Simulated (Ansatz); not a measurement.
A GePt cell: a crystal with Ge and Pt atoms exchanged, relaxed.

```
CELL_PARAMETERS angstrom
6.04664 -3.60347 -0.00275
-6.64588 -4.53641 -0.00270
0.29964 4.06544 -5.67126
ATOMIC_POSITIONS crystal
Ge 0.14531 0.15657 0.61401
Ge 0.80641 0.61906 0.60544
Pt 0.24271 0.94348 0.91829
Ge 0.80714 0.25904 0.78156
Pt 0.26899 0.48649 0.00349
Ge 0.69968 0.16776 0.14526
Pt 0.42168 0.46062 0.59861
Pt 0.65715 0.88901 0.44987
Pt 0.80059 0.93475 0.89688
Pt 0.56998 0.34194 0.95548
Pt 0.01240 0.77375 0.40126
Ge 0.25604 0.80750 0.18748
Ge 0.35530 0.74788 0.59990
Pt 0.98970 0.41827 0.56827
Ge 0.70073 0.72726 0.08149
Ge 0.23017 0.25171 0.16722
```

All numbers below come from Ansatz 0.2.0, DFT PBE, scalar-relativistic, plane waves, PAW.

Settings: cutoff 420 eV, Γ-centred mesh 6×6×6 on the computed 16-atom cell, Gaussian smearing of 0.10 eV; no spin polarisation.

Question: Describe its local order.

Answer: Counting as bonded all pairs within 1.2 times the summed covalent radii:

```json
{"atom → neighbour": "Ge → Pt", "mean count": "5.00", "mean length (Å)": "2.57", "spread (Å)": "0.11"}
{"atom → neighbour": "Pt → Ge", "mean count": "5.00", "mean length (Å)": "2.57", "spread (Å)": "0.11"}
{"atom → neighbour": "Pt → Pt", "mean count": "3.25", "mean length (Å)": "2.98", "spread (Å)": "0.12"}
```

Angles between all pairs of such bonds at an atom (mean ± spread): 103 ± 27° at Ge, 98 ± 32° at Pt.

Question: Does it have a gap?

Answer: It has no gap on the mesh. Levels at Γ next to the Fermi level (eV from it): -1.79, -1.70, -1.45, -1.19, -0.81, -0.63, 0.49, 1.06, 1.65, 1.87, 2.22, 2.34. It lies 0.36 eV/atom below the elements' standard states (static lattices, no corrections for gases).

The final mesh leaves forces up to 0.15 eV/Å and stresses up to 0.2 GPa: the relaxation ran on a coarser mesh, so the cell's shape, its bonds and its energy belong partly to that mesh.

The relaxation stopped before its thresholds.

Spin-orbit coupling is left out, which matters for the bands of heavy elements.

Cost: 2 runs of about 59 core-minutes in all (earlier runs that led there not counted), on Arm Neoverse V2 (shared hosts).